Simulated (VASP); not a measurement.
# SnO2 (Cassiterite) (P4_2/mnm) in VASP: notebook

The runs below take SnO2 (Cassiterite) through single point, with LDA.

Everything below comes from runs of VASP 6.6.1. Logs are shortened: lines on timing, memory, paths and dates and some standing lists are left out, and cuts for length are marked.

## 1. The crystal as given

Symmetry: P4_2/mnm, No. 136, tetragonal system. Conventional cell: a = 4.738 Å, b = 4.738 Å, c = 3.187 Å, α = 90.00°, β = 90.00°, γ = 90.00°. Around Sn (site symmetry mmm) lie 6 O at 2.05 to 2.06 Å. O (site symmetry m2m) has 3 Sn at 2.05 to 2.06 Å as nearest neighbours.

## 2. Single point, LDA

The input, INCAR:

```
PREC     = Low            # precision mode
ENCUT    = 500            # plane-wave cutoff, eV
EDIFF    = 1E-7           # SCF threshold, eV
ISMEAR   = 0              # smearing method
SIGMA    = 0.05           # smearing width, eV
LREAL    = F              # projectors in reciprocal space
LASPH    = T              # aspherical terms in the spheres
NELM     = 100            # most SCF steps
ALGO     = Normal         # electronic algorithm
ISIF     = 2              # what is computed and relaxed
LWAVE    = F              # write WAVECAR
LCHARG   = F              # write CHGCAR
GGA      = CA             # functional
ADDGRID  = F
```

The input, KPOINTS:

```
Automatic mesh
0
Gamma
  6 6 9
```

The input, POSCAR:

```
SnO2
1.0
    4.7380000000      0.0000000000      0.0000000000
    0.0000000000      4.7380000000      0.0000000000
    0.0000000000      0.0000000000      3.1865000000
Sn O
2 4
Direct
    0.5000000000      0.5000000000      0.5000000000
    0.0000000000      0.0000000000      0.0000000000
    0.8071000000      0.1929000000      0.5000000000
    0.6929000000      0.6929000000      0.0000000000
    0.1929000000      0.8071000000      0.5000000000
    0.3071000000      0.3071000000      0.0000000000
```

Potentials or basis: VASP PAW LDA potentials, release 64 (Sn_d, O).

The run is started by

```bash
> cat potpaw_LDA.64/Sn_d/POTCAR potpaw_LDA.64/O/POTCAR > POTCAR
> mpirun -np 1 vasp_std > vasp.out
```

OUTCAR:

```text
PREC = Low
   ENCUT = 500
   EDIFF = 1E-7
   ISMEAR = 0
   LREAL = F
   LASPH = T
   NELM = 100
   ISIF = 2
   GGA = CA

 Found     50 irreducible k-points:

 Following reciprocal coordinates:
            Coordinates               Weight
  0.000000  0.000000  0.000000      1.000000
  0.166667  0.000000  0.000000      4.000000
  0.333333  0.000000  0.000000      4.000000
  0.500000  0.000000  0.000000      2.000000
  0.166667  0.166667  0.000000      4.000000
  0.333333  0.166667  0.000000      8.000000
   k-points           NKPTS =     50   k-points in BZ     NKDIM =     50   number of bands    NBANDS=     31
   number of dos      NEDOS =    301   number of ions     NIONS =      6
   total plane-waves  NPLWV =  14112
   dimension x,y,z NGX =    28 NGY =   28 NGZ =   18
   dimension x,y,z NGXF=    28 NGYF=   28 NGZF=   20
   ions per type =               2   4
   NGX,Y,Z   is equivalent  to a cutoff of   9.82,  9.82,  9.39 a.u.
   NGXF,Y,Z  is equivalent  to a cutoff of   9.82,  9.82, 10.43 a.u.
 SYSTEM =  unknown system
   PREC   = low       normal or accurate (medium, high low for compatibility)
   ISTART =      0    job   : 0-new  1-cont  2-samecut
   ICHARG =      2    charge: 1-file 2-atom 10-const
   ISPIN  =      1    spin polarized calculation?
   LNONCOLLINEAR =      F non collinear calculations
   LSORBIT =      F    spin-orbit coupling
   LASPH  =      T    aspherical Exc in radial PAW
   ENCUT  =  500.0 eV  36.75 Ry    6.06 a.u.   8.64  8.64  5.81*2*pi/ulx,y,z
   NELM   =    100;   NELMIN=  2; NELMDL= -5     # of ELM steps
   EDIFF  = 0.1E-06   stopping-criterion for ELM
   LREAL  =      F    real-space projection
   EDIFFG = 0.1E-05   stopping-criterion for IOM
   NSW    =      0    number of steps for IOM
   IBRION =     -1    ionic relax: 0-MD 1-quasi-New 2-CG
   NFREE  =      0    steps in history (QN), initial steepest desc. (CG)
   ISIF   =      2    stress and relaxation
   ISYM   =      2    0-nonsym 1-usesym 2-fastsym
   POTIM  = 0.5000    time-step for ionic-motion
   TEBEG  =    0.0;   TEEND  =   0.0 temperature during run
   PSTRESS=    0.0 pullay stress
   NELECT =      52.0000    total number of electrons
   NUPDOWN=      -1.0000    fix difference up-down
   EMIN   =  10.00;   EMAX   =-10.00  energy-range for DOS
   EFERMI =   0.00;   METHOD = LEGACY
   ISMEAR =     0;   SIGMA  =   0.05  broadening in eV -4-tet -1-fermi 0-gaus
   EFERMI_NEDOS =   21; number of points for ismear=-14 and -15
   IALGO  =     38    algorithm
   IMIX   =      4    mixing-type and parameters
     AMIX     =   0.40;   BMIX     =  1.00
     AMIX_MAG =   1.60;   BMIX_MAG =  1.00
  volume/ion in A,a.u.               =      11.92        80.45
  Fermi-wavevector in a.u.,A,eV,Ry     =   1.472000  2.781677 29.480903  2.166785
  Thomas-Fermi vector in A             =   2.587068
   LORBIT       =      0    0 simple, 1 ext, 2 COOP (PROOUT), +10 PAW based schemes
   GGA     = CA    functional components
   LHFCALC =     F    Hartree Fock is set to
   AEXX    =    0.0000 exact exchange contribution
   IVDW    =     0    specifies the selected vdW correction
   LEPSILON=     F    determine dielectric tensor
   LRPA    =     F    only Hartree local field effects (RPA)
 non-spin polarized calculation
 Gauss-broadening in eV      SIGMA  =   0.05
  energy-cutoff  :      500.00
  volume of cell :       71.53
 maximum number of plane-waves:      1835
   NGX = 17   NGY = 17   NGZ = 11

 number of electron      51.9997264 magnetization

 Free energy of the ion-electron system (eV)
  ---------------------------------------------------
  ext. energy  EPLUGINS =         0.00000000
  ---------------------------------------------------
  free energy    TOTEN  =       -42.28306112 eV

  energy without entropy =      -42.28306112  energy(sigma->0) =      -42.28306112

 E-fermi :   6.0884     XC(G=0): -11.7993

 val. band max:        5.8653762741   @ k =   0.0000   0.0000   0.0000
 cond. band min:       7.0349863343   @ k =   0.0000   0.0000   0.0000
 fundamental gap:      1.1696100602
 Fermi energy:         6.0883724484

 k-point     1 :       0.0000    0.0000    0.0000
  band No.  band energies     occupation
      1     -15.1395      2.00000
      2     -14.3938      2.00000
      3     -14.0996      2.00000
      4     -14.0846      2.00000
      5     -14.0846      2.00000
      6     -13.9870      2.00000
[... 23 lines left out ...]
     30      11.9594      0.00000
     31      15.9753      0.00000

 k-point     2 :       0.1667    0.0000    0.0000
  band No.  band energies     occupation
      1     -15.0978      2.00000
      2     -14.4398      2.00000
      3     -14.0990      2.00000
      4     -14.0827      2.00000
      5     -14.0826      2.00000
      6     -14.0236      2.00000
[... 23 lines left out ...]
     30      12.1987      0.00000
     31      16.2540      0.00000

 k-point     3 :       0.3333    0.0000    0.0000
  band No.  band energies     occupation
      1     -14.9767      2.00000
      2     -14.5886      2.00000
      3     -14.0969      2.00000
      4     -14.0788      2.00000
      5     -14.0786      2.00000
      6     -14.0718      2.00000
[... 23 lines left out ...]
     30      12.5597      0.00000
     31      16.5711      0.00000

 k-point     4 :       0.5000    0.0000    0.0000
  band No.  band energies     occupation
      1     -14.7932      2.00000
      2     -14.7932      2.00000
      3     -14.0910      2.00000
      4     -14.0910      2.00000
      5     -14.0766      2.00000
      6     -14.0766      2.00000
[... 23 lines left out ...]
     30      12.6857      0.00000
     31      16.5823      0.00000

 k-point     5 :       0.1667    0.1667    0.0000
  band No.  band energies     occupation
      1     -15.0657      2.00000
      2     -14.4920      2.00000
      3     -14.0978      2.00000
      4     -14.0853      2.00000
      5     -14.0784      2.00000
      6     -14.0438      2.00000
[... 23 lines left out ...]
     30      12.3572      0.00000
     31      16.2877      0.00000

 k-point     6 :       0.3333    0.1667    0.0000
  band No.  band energies     occupation
      1     -14.9699      2.00000
      2     -14.6378      2.00000
      3     -14.0934      2.00000
      4     -14.0837      2.00000
      5     -14.0767      2.00000
      6     -14.0708      2.00000
[... 23 lines left out ...]
     30      12.7009      0.00000
     31      16.3681      0.00000

 [... further k-points ...]
[... 5 lines left out ...]
  --------------------------------------------------------------------------------------
  -------------------------------------------------------------------------------------
  Total       -0.0735604     -0.0735604      0.6403265      0.0000000      0.0000000      0.0000000
  in kB       -1.6475947     -1.6475947     14.3419439      0.0000000      0.0000000      0.0000000
  external PRESSURE =       3.6822515 kB  Pullay stress =       0.0000000 kB

 VOLUME and BASIS-vectors are now :
 -----------------------------------------------------------------------------
  energy-cutoff  :      500.00
  volume of cell :       71.53
      direct lattice vectors                 reciprocal lattice vectors
     4.738000000  0.000000000  0.000000000     0.211059519  0.000000000  0.000000000
     0.000000000  4.738000000  0.000000000     0.000000000  0.211059519  0.000000000
     0.000000000  0.000000000  3.186500000     0.000000000  0.000000000  0.313823945

 POSITION                                       TOTAL-FORCE (eV/Angst)
 -----------------------------------------------------------------------------------
      2.36900      2.36900      1.59325         0.000000      0.000000     -0.000000
      0.00000      0.00000      0.00000         0.000000      0.000000     -0.000000
      3.82404      0.91396      1.59325        -0.120579      0.120579     -0.000000
      3.28296      3.28296      0.00000         0.120579      0.120579     -0.000000
      0.91396      3.82404      1.59325         0.120579     -0.120579     -0.000000
      1.45504      1.45504      0.00000        -0.120579     -0.120579      0.000000
 -----------------------------------------------------------------------------------
    total drift:                                0.000000      0.000000     -0.000000

  FREE ENERGIE OF THE ION-ELECTRON SYSTEM (eV)
  ---------------------------------------------------
  free  energy   TOTEN  =       -42.2830611248 eV

  energy  without entropy=      -42.2830611248  energy(sigma->0) =      -42.28306112
```

Run time: 26 s. Hardware: 1 thread of Intel Xeon 6975P-C (Granite Rapids), shared host; peak memory 0.17 GiB.

The run converged, but some of its settings lie outside the range that counts as converged, so its numbers aren't taken as properties of the crystal.

Results:

| Property | Result |
| --- | --- |
| Free energy | -42.2831 eV |
| Pressure | 0.4 GPa |
| Largest force | 0.171 eV/Å |
| Band gap on the k mesh | 1.17 eV, direct |

Caveat: spin-orbit coupling is left out, which moves the levels of the heavy elements.

## 3. Single point, LDA

INCAR: that of step 2 with these lines changed.

```diff
@@ -1,2 +1,2 @@
-PREC     = Low            # precision mode
+PREC     = Accurate       # precision mode
 ENCUT    = 500            # plane-wave cutoff, eV
@@ -5,3 +5,3 @@
 SIGMA    = 0.05           # smearing width, eV
-LREAL    = F              # projectors in reciprocal space
+LREAL    = Auto         
 LASPH    = T              # aspherical terms in the spheres
```

KPOINTS is that of step 2.

POSCAR is that of step 2.

Potentials or basis: VASP PAW LDA potentials, release 64 (Sn_d, O).

The run is started by

```bash
> cat potpaw_LDA.64/Sn_d/POTCAR potpaw_LDA.64/O/POTCAR > POTCAR
> mpirun -np 1 vasp_std > vasp.out
```

Wall time 49 s (1 thread of Intel Xeon 6975P-C (Granite Rapids), shared host); peak memory 0.19 GiB.

These settings aren't checked as converged: the numbers below hold their error.

Results:

```
Free energy            : -42.2811 eV
Pressure               : 0.2 GPa
Largest force          : 0.179 eV/Å
Band gap on the k mesh : 1.17 eV, direct
```

Caveat: spin-orbit coupling is left out, which moves the levels of the heavy elements.
